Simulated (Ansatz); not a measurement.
Predict the output of the script below (Ansatz's Python interface).

Script `run_scf.py`:
```python
"""Self-consistent field of ZnGa2O4 at the given structure."""

from pathlib import Path

import ansatz as az
import numpy as np
from pymatgen.core import Structure


def main() -> None:
    lattice = az.Lattice.of(
        [0.0, 4.17118888, 4.17118888],
        [4.17118888, 0.0, 4.17118888],
        [4.17118888, 4.17118888, 0.0],
    )
    sites = [
        ("Zn", [0.5, 0.5, 0.5]),
        ("Zn", [0.75, 0.75, 0.75]),
        ("Ga", [0.125, 0.125, 0.625]),
        ("Ga", [0.125, 0.625, 0.125]),
        ("Ga", [0.625, 0.125, 0.125]),
        ("Ga", [0.125, 0.125, 0.125]),
        ("O", [0.88650551, 0.34048347, 0.88650551]),
        ("O", [0.36349449, 0.36349449, 0.90951653]),
        ("O", [0.36349449, 0.36349449, 0.36349449]),
        ("O", [0.90951653, 0.36349449, 0.36349449]),
        ("O", [0.88650551, 0.88650551, 0.88650551]),
        ("O", [0.34048347, 0.88650551, 0.88650551]),
        ("O", [0.36349449, 0.90951653, 0.36349449]),
        ("O", [0.88650551, 0.88650551, 0.34048347]),
    ]
    znga2o4 = az.Crystal(lattice=lattice)
    for symbol, position in sites:
        znga2o4 = znga2o4.atom(symbol, position)

    # functional, basis and sampling
    calc = znga2o4.calculation()
    calc = calc.functional("lda").basis(470, density_ratio=4)
    calc = calc.kpoints(5, center="gamma")
    calc = calc.occupations("fixed")
    calc = calc.mixing("anderson")
    calc = calc.scf(max_iterations=150).density()
    calc = calc.electron_localization_function()
    calc = calc.output_files(volumetric_format="npy")
    session = calc.session()
    planned = session.plan(threads=1)
    done = planned.execute()
    r = done.report

    energy = r["free_energy_ev"]
    print("ZnGa2O4: {:.6f} eV = {:.6f} Ry = {:.6f} Ha".format(energy, energy / 13.605693, energy / 27.211386))
    print("Fermi level {:.4f} eV, {} k-points, {} symmetry operations".format(r["fermi_energy_ev"], r["n_kpoints"], r["n_symmetry_ops"]))

    final = Structure(done.lattice.cell_ang, [s.symbol for s in done.lattice.sites], [s.position_frac for s in done.lattice.sites])
    distances = np.array([n.nn_distance for shell in final.get_all_neighbors(6.0) for n in shell])
    values, counts = np.unique(distances.round(2), return_counts=True)
    print("distance (A)  neighbours per atom")
    for value, count in list(zip(values, counts))[:14]:
        print(f"{value:10.2f} {count / len(final):10.2f}")

    # ELF is 0.5 in a uniform gas and nears 1 where pairs localise
    folder = Path(done.write_results("elf"))
    elf = np.load(folder / "elf.npy")
    peak = np.unravel_index(elf.argmax(), elf.shape)
    print(f"largest ELF {elf.max():.3f} at grid fractions", np.round(np.array(peak) / elf.shape, 3))
    for level in (0.2, 0.5, 0.7, 0.8, 0.9):
        print(f"share of the cell with ELF over {level}: {np.mean(elf > level):.3f}")

    print(len(r["kpoints_frac"]), "irreducible k-points (fractions, weight)")
    for k, weight in list(zip(r["kpoints_frac"], r["kweights"]))[:20]:
        print("  {:8.4f} {:8.4f} {:8.4f}".format(*k), f"{weight:10.6f}")


if __name__ == "__main__":
    main()
```

```console
$ python run_scf.py
ZnGa2O4: -25768.693595 eV = -1893.964063 Ry = -946.982032 Ha
Fermi level 7.7950 eV, 10 k-points, 48 symmetry operations
distance (A)  neighbours per atom
      1.97       1.14
      1.99       3.43
      2.68       1.71
      2.95       1.71
      2.96       3.43
      3.22       1.71
      3.45       1.14
      3.46       3.43
      3.49       3.43
      3.61       0.57
      3.67       3.43
      3.99       1.71
      4.37       1.71
      4.44       3.43
largest ELF 0.839 at grid fractions [0.778 0.311 0.956]
share of the cell with ELF over 0.2: 0.384
share of the cell with ELF over 0.5: 0.210
share of the cell with ELF over 0.7: 0.125
share of the cell with ELF over 0.8: 0.046
share of the cell with ELF over 0.9: 0.000
10 irreducible k-points (fractions, weight)
    0.0000   0.0000   0.0000   0.008000
    0.0000   0.0000   0.2000   0.064000
    0.0000   0.0000   0.4000   0.064000
    0.0000   0.2000   0.2000   0.048000
    0.0000   0.2000   0.4000   0.192000
    0.0000   0.2000  -0.4000   0.192000
    0.0000   0.2000  -0.2000   0.096000
    0.0000   0.4000   0.4000   0.048000
    0.0000   0.4000  -0.4000   0.096000
    0.2000   0.4000  -0.4000   0.192000
```

What to keep in mind:
- These settings explore the input space; cutoff and mesh may be short of convergence.
- The Fermi level of a run with fixed occupations marks the highest occupied state on its mesh, not mid-gap.
- The zero of the levels is a convention of the potentials, so an absolute Fermi energy is no work function.
- The fields are valence quantities on the plane-wave grid; their values near the nuclei depend on the potentials.
- This cell is a computed structure, which may not be the phase found in nature.
- Finished in 10 s on 1 thread of Arm Neoverse V2 (shared host), peak memory 0.52 GiB.

(Lines on the test bed's own set-up are left out of the output.)
